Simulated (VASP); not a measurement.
# AlN (P6_3mc) in VASP: a series of runs

Aim: see how the results for AlN move with the level of theory and the settings. Levels: LDA, PBE. Tasks: single point.

All numbers are computed with VASP 6.6.1; they aren't measurements. Logs are shortened: lines on timing, memory, paths and dates and some standing lists are left out, and cuts for length are marked.

## Step 1: Starting point

The structure is hexagonal, space group P6_3mc (No. 186). The conventional cell has a = 3.113 Å, b = 3.113 Å, c = 4.981 Å, α = 90.00°, β = 90.00°, γ = 120.00°. Al (site symmetry 3m) is surrounded by 4 N at 1.89 Å. Around N (site symmetry 3m) lie 4 Al at 1.89 Å.

## Step 2: Single point, LDA (grid = ENCUT=500 dk=0.45 cell=2x2x1 ISMEAR=0 SIGMA=0.05 LREAL=Auto EDIFF=1e-06)

Contents of INCAR:

```
PREC = Accurate
ENCUT = 500
EDIFF = 1E-6
ISMEAR = 0
SIGMA = 0.05
LREAL = Auto
LASPH = T
NELM = 120
ALGO = Fast
ISIF = 2
LWAVE = F
LCHARG = F
GGA = CA
NBANDS = 40
```

Contents of KPOINTS:

```
regular mesh
0
Gamma
  3 3 3
```

Contents of POSCAR:

```
AlN
1.0
    6.2260000000      0.0000000000      0.0000000000
   -3.1130000000      5.3918741640      0.0000000000
    0.0000000000      0.0000000000      4.9810000000
Al N
8 8
Direct
    0.3333333334      0.1666666666      0.5000000000
    0.3333333334      0.6666666666      0.5000000000
    0.8333333333      0.1666666666      0.5000000000
    0.8333333333      0.6666666666      0.5000000000
    0.1666666666      0.3333333334      0.0000000000
    0.1666666666      0.8333333333      0.0000000000
    0.6666666666      0.3333333334      0.0000000000
    0.6666666666      0.8333333333      0.0000000000
    0.3333333334      0.1666666666      0.8800000000
    0.3333333334      0.6666666666      0.8800000000
    0.8333333333      0.1666666666      0.8800000000
    0.8333333333      0.6666666666      0.8800000000
    0.1666666666      0.3333333334      0.3800000000
    0.1666666666      0.8333333333      0.3800000000
    0.6666666666      0.3333333334      0.3800000000
    0.6666666666      0.8333333333      0.3800000000
```

Potentials or basis: VASP PAW LDA potentials, release 64 (Al, N).

The run is started by

```sh
cat potpaw_LDA.64/Al/POTCAR potpaw_LDA.64/N/POTCAR > POTCAR
mpirun -np 1 vasp_std > vasp.out
```

OUTCAR:

```text
PREC = Accurate
   ENCUT = 500
   EDIFF = 1E-6
   ISMEAR = 0
   LREAL = Auto
   LASPH = T
   NELM = 120
   ISIF = 2
   GGA = CA

 Found      6 irreducible k-points:

 Following reciprocal coordinates:
            Coordinates               Weight
  0.000000  0.000000  0.000000      1.000000
  0.333333  0.000000  0.000000      6.000000
  0.333333  0.333333  0.000000      2.000000
  0.000000  0.000000  0.333333      2.000000
  0.333333  0.000000  0.333333     12.000000
  0.333333  0.333333  0.333333      4.000000
   k-points           NKPTS =      6   k-points in BZ     NKDIM =      6   number of bands    NBANDS=     40
   number of dos      NEDOS =    301   number of ions     NIONS =     16
   total plane-waves  NPLWV =  82944
   dimension x,y,z NGX =    48 NGY =   48 NGZ =   36
   dimension x,y,z NGXF=    96 NGYF=   96 NGZF=   72
   ions per type =               8   8
   NGX,Y,Z   is equivalent  to a cutoff of  12.82, 12.82, 12.02 a.u.
   NGXF,Y,Z  is equivalent  to a cutoff of  25.63, 25.63, 24.03 a.u.
 SYSTEM =  unknown system
   PREC   = accura    normal or accurate (medium, high low for compatibility)
   ISTART =      0    job   : 0-new  1-cont  2-samecut
   ICHARG =      2    charge: 1-file 2-atom 10-const
   ISPIN  =      1    spin polarized calculation?
   LNONCOLLINEAR =      F non collinear calculations
   LSORBIT =      F    spin-orbit coupling
   LASPH  =      T    aspherical Exc in radial PAW
   ENCUT  =  500.0 eV  36.75 Ry    6.06 a.u.  11.35 11.35  9.08*2*pi/ulx,y,z
   NELM   =    120;   NELMIN=  2; NELMDL= -5     # of ELM steps
   EDIFF  = 0.1E-05   stopping-criterion for ELM
   LREAL  =      T    real-space projection
   EDIFFG = 0.1E-04   stopping-criterion for IOM
   NSW    =      0    number of steps for IOM
   IBRION =     -1    ionic relax: 0-MD 1-quasi-New 2-CG
   NFREE  =      0    steps in history (QN), initial steepest desc. (CG)
   ISIF   =      2    stress and relaxation
   ISYM   =      2    0-nonsym 1-usesym 2-fastsym
   POTIM  = 0.5000    time-step for ionic-motion
   TEBEG  =    0.0;   TEEND  =   0.0 temperature during run
   PSTRESS=    0.0 pullay stress
   NELECT =      64.0000    total number of electrons
   NUPDOWN=      -1.0000    fix difference up-down
   EMIN   =  10.00;   EMAX   =-10.00  energy-range for DOS
   EFERMI =   0.00;   METHOD = LEGACY
   ISMEAR =     0;   SIGMA  =   0.05  broadening in eV -4-tet -1-fermi 0-gaus
   EFERMI_NEDOS =   21; number of points for ismear=-14 and -15
   IALGO  =     68    algorithm
   IMIX   =      4    mixing-type and parameters
     AMIX     =   0.40;   BMIX     =  1.00
     AMIX_MAG =   1.60;   BMIX_MAG =  1.00
  volume/ion in A,a.u.               =      10.45        70.52
  Fermi-wavevector in a.u.,A,eV,Ry     =   1.188629  2.246183 19.222843  1.412839
  Thomas-Fermi vector in A             =   2.324754
   LORBIT       =      0    0 simple, 1 ext, 2 COOP (PROOUT), +10 PAW based schemes
   GGA     = CA    functional components
   LHFCALC =     F    Hartree Fock is set to
   AEXX    =    0.0000 exact exchange contribution
   IVDW    =     0    specifies the selected vdW correction
   LEPSILON=     F    determine dielectric tensor
   LRPA    =     F    only Hartree local field effects (RPA)
 non-spin polarized calculation
 RMM-DIIS sequential band-by-band and
 Gauss-broadening in eV      SIGMA  =   0.05
  energy-cutoff  :      500.00
  volume of cell :      167.21
 maximum number of plane-waves:      4303
 NGX is ok and might be reduce to    48

 number of electron      64.0000007 magnetization

 Free energy of the ion-electron system (eV)
  ---------------------------------------------------
  ext. energy  EPLUGINS =         0.00000000
  ---------------------------------------------------
  free energy    TOTEN  =      -131.31133482 eV

  energy without entropy =     -131.31133482  energy(sigma->0) =     -131.31133482

 E-fermi :   6.0725     XC(G=0): -11.2413

 val. band max:        5.8594593844   @ k =   0.0000   0.0000   0.0000
 cond. band min:      10.1042362094   @ k =   0.0000   0.0000   0.0000
 fundamental gap:      4.2447768250
 Fermi energy:         6.0725490808

 k-point     1 :       0.0000    0.0000    0.0000
  band No.  band energies     occupation
      1      -9.1410      2.00000
      2      -7.1124      2.00000
      3      -7.1124      2.00000
      4      -7.1124      2.00000
      5      -6.9182      2.00000
      6      -6.3915      2.00000
[... 32 lines left out ...]
     39      11.5509      0.00000
     40      12.4077      0.00000

 k-point     2 :       0.3333    0.0000    0.0000
  band No.  band energies     occupation
      1      -8.7869      2.00000
      2      -7.8673      2.00000
      3      -7.1922      2.00000
      4      -7.1922      2.00000
      5      -6.7243      2.00000
      6      -6.3795      2.00000
[... 32 lines left out ...]
     39      12.9473      0.00000
     40      13.4543      0.00000

 k-point     3 :       0.3333    0.3333    0.0000
  band No.  band energies     occupation
      1      -8.1437      2.00000
      2      -8.1437      2.00000
      3      -8.1437      2.00000
      4      -6.5591      2.00000
      5      -6.5591      2.00000
      6      -6.4473      2.00000
[... 32 lines left out ...]
     39      13.1854      0.00000
     40      14.1050      0.00000

 k-point     4 :       0.0000    0.0000    0.3333
  band No.  band energies     occupation
      1      -8.7169      2.00000
      2      -7.6528      2.00000
      3      -6.9139      2.00000
      4      -6.9139      2.00000
      5      -6.9139      2.00000
      6      -6.5463      2.00000
[... 32 lines left out ...]
     39      11.5638      0.00000
     40      12.5634      0.00000

 k-point     5 :       0.3333    0.0000    0.3333
  band No.  band energies     occupation
      1      -8.3831      2.00000
      2      -7.5420      2.00000
      3      -7.3879      2.00000
      4      -6.9684      2.00000
      5      -6.9684      2.00000
      6      -6.8043      2.00000
[... 32 lines left out ...]
     39      12.6003      0.00000
     40      13.3560      0.00000

 k-point     6 :       0.3333    0.3333    0.3333
  band No.  band energies     occupation
      1      -7.7889      2.00000
      2      -7.7889      2.00000
      3      -7.7889      2.00000
      4      -6.9559      2.00000
      5      -6.9559      2.00000
      6      -6.9559      2.00000
[... 32 lines left out ...]
     39      12.8299      0.00000
     40      13.8008      0.00000

------------------------ aborting loop because EDIFF is reached ----------------------------------------

  FORCE on cell =-STRESS in cart. coord.  units (eV):
  Direction    XX          YY          ZZ          XY          YZ          ZX
  --------------------------------------------------------------------------------------
  -------------------------------------------------------------------------------------
  Total       -4.9824410     -4.9824410     -3.1515000      0.0000000      0.0000000      0.0000000
  in kB      -47.7405415    -47.7405415    -30.1969092      0.0000000      0.0000000      0.0000000
  external PRESSURE =     -41.8926641 kB  Pullay stress =       0.0000000 kB

 VOLUME and BASIS-vectors are now :
 -----------------------------------------------------------------------------
  energy-cutoff  :      500.00
  volume of cell :      167.21
      direct lattice vectors                 reciprocal lattice vectors
     6.226000000  0.000000000  0.000000000     0.160616768  0.092732134  0.000000000
    -3.113000000  5.391874164  0.000000000     0.000000000  0.185464269  0.000000000
     0.000000000  0.000000000  4.981000000     0.000000000  0.000000000  0.200762899

 POSITION                                       TOTAL-FORCE (eV/Angst)
 -----------------------------------------------------------------------------------
      1.55650      0.89865      2.49050         0.000000     -0.000000     -0.119430
      0.00000      3.59458      2.49050         0.000000     -0.000000     -0.119430
      4.66950      0.89865      2.49050        -0.000000      0.000000     -0.119430
      3.11300      3.59458      2.49050        -0.000000     -0.000000     -0.119430
     -0.00000      1.79729      0.00000         0.000000     -0.000000     -0.119430
     -1.55650      4.49323      0.00000         0.000000     -0.000000     -0.119430
[... 8 lines left out ...]
      3.11300      1.79729      1.89278        -0.000000      0.000000      0.119430
      1.55650      4.49323      1.89278        -0.000000      0.000000      0.119430
 -----------------------------------------------------------------------------------
    total drift:                                0.000000      0.000001      0.003288

  FREE ENERGIE OF THE ION-ELECTRON SYSTEM (eV)
  ---------------------------------------------------
  free  energy   TOTEN  =      -131.3113348157 eV

  energy  without entropy=     -131.3113348157  energy(sigma->0) =     -131.31133482
```

Run time: 78 s. Hardware: 1 thread of Intel Xeon Platinum 8259CL at 2.50GHz (Skylake/Cascade Lake), shared host; peak memory 0.21 GiB.

These settings aren't checked as converged: the numbers below hold their error.

What came out:

* Free energy: -131.3113 eV
* Pressure: -4.2 GPa
* Largest force: 0.119 eV/Å
* Band gap on the k mesh: 4.24 eV

Caveat: the k mesh is coarse (spacing up to 0.42 Å⁻¹), so the values aren't converged.

## Step 3: Single point, LDA (grid = ENCUT=600 dk=0.45 cell=2x2x1 ISMEAR=0 SIGMA=0.05 LREAL=Auto EDIFF=1e-06)

Edit INCAR of step 2 so:

```diff
@@ -1,3 +1,3 @@
 PREC = Accurate
-ENCUT = 500
+ENCUT = 600
 EDIFF = 1E-6
```

KPOINTS is that of step 2.

POSCAR is that of step 2.

Potentials or basis: VASP PAW LDA potentials, release 64 (Al, N).

The run is started by

```sh
cat potpaw_LDA.64/Al/POTCAR potpaw_LDA.64/N/POTCAR > POTCAR
mpirun -np 1 vasp_std > vasp.out
```

Wall time 100 s (1 thread of Intel Xeon Platinum 8259CL at 2.50GHz (Skylake/Cascade Lake), shared host); peak memory 0.24 GiB.

These settings aren't checked as converged: the numbers below hold their error.

What came out:

| Quantity | Value |
| --- | --- |
| Free energy | -131.3115 eV |
| Pressure | -4.2 GPa |
| Largest force | 0.119 eV/Å |
| Band gap on the k mesh | 4.24 eV |

Caveat: the k mesh is coarse (spacing up to 0.42 Å⁻¹), so the values aren't converged.

## Step 4: Single point, PBE

This run uses another cell than the first one: it holds 4 atoms, not 16.

Contents of INCAR:

```
SYSTEM = AlN
PREC = Accurate
ENCUT = 500
EDIFF = 1E-6
ISMEAR = 0
SIGMA = 0.02
LREAL = .False.
LASPH = .True.
NELM = 100
ALGO = Normal
ISIF = 2
LWAVE = .False.
LCHARG = .False.
GGA = PE
NBANDS = 16
```

Contents of KPOINTS:

```
regular mesh
0
Gamma
  5 5 3
  0 0 0
```

Contents of POSCAR:

```
AlN
1.0
    3.1130000000      0.0000000000      0.0000000000
   -1.5565000000      2.6959370820      0.0000000000
    0.0000000000      0.0000000000      4.9810000000
Al N
2 2
Direct
    0.6666666667      0.3333333333      0.5000000000
    0.3333333333      0.6666666667      0.0000000000
    0.6666666667      0.3333333333      0.8800000000
    0.3333333333      0.6666666667      0.3800000000
```

Potentials or basis: VASP PAW PBE potentials, release 64 (Al_GW, N_GW).

The run is started by

```sh
cat potpaw_PBE.64/Al_GW/POTCAR potpaw_PBE.64/N_GW/POTCAR > POTCAR
mpirun -np 1 vasp_std > vasp.out
```

It used 6.9 s of CPU time on 1 thread of Intel(R) Xeon(R) Platinum 8559C (Emerald Rapids), on a shared host, which was overloaded at the time.

The run converged. Its results:

```yaml
Free_energy: -29.8258 eV
Pressure: 2.8 GPa
Largest_force: 0.132 eV/Å
Band_gap_on_the_k_mesh: 4.22 eV, direct
```

Forces on the atoms (eV/Å):
```
Al   0.000  0.000 -0.132
Al   0.000  0.000 -0.132
N    0.000  0.000  0.132
N    0.000  0.000  0.132
```

Stress tensor (GPa, compression positive):
```
2.26 0.00 0.00
0.00 2.26 0.00
0.00 0.00 3.82
```

Levels at points of the mesh, in eV from the valence-band top:
| k point | band 5 | band 6 | band 7 | band 8 | band 9 | band 10 | band 11 | band 12 |
| --- | --- | --- | --- | --- | --- | --- | --- | --- |
| (0.00, 0.00, 0.00) | -0.83 | -0.18 | -0.18 | 0.00 | 4.22 | 6.66 | 10.61 | 11.16 |

Caveat: the k mesh is coarse (spacing up to 0.47 Å⁻¹), so the values aren't converged; the cutoff is under 1.25 times the usual one of these potentials, so pressure, stress and relaxed cells hold a basis-set (Pulay) error.

## Step 5: The reference run

An earlier run on the cell as given: functional PBE; potentials or basis VASP PAW PBE potentials, release 64 (Al, N); cutoff 520 eV; k mesh 10 × 10 × 6; occupations fermi-dirac, width 0.05 eV; no spin polarisation.

* Pressure: 3.5 GPa
* Largest force: 0.129 eV/Å
* Band gap on the k mesh: 4.22 eV, direct
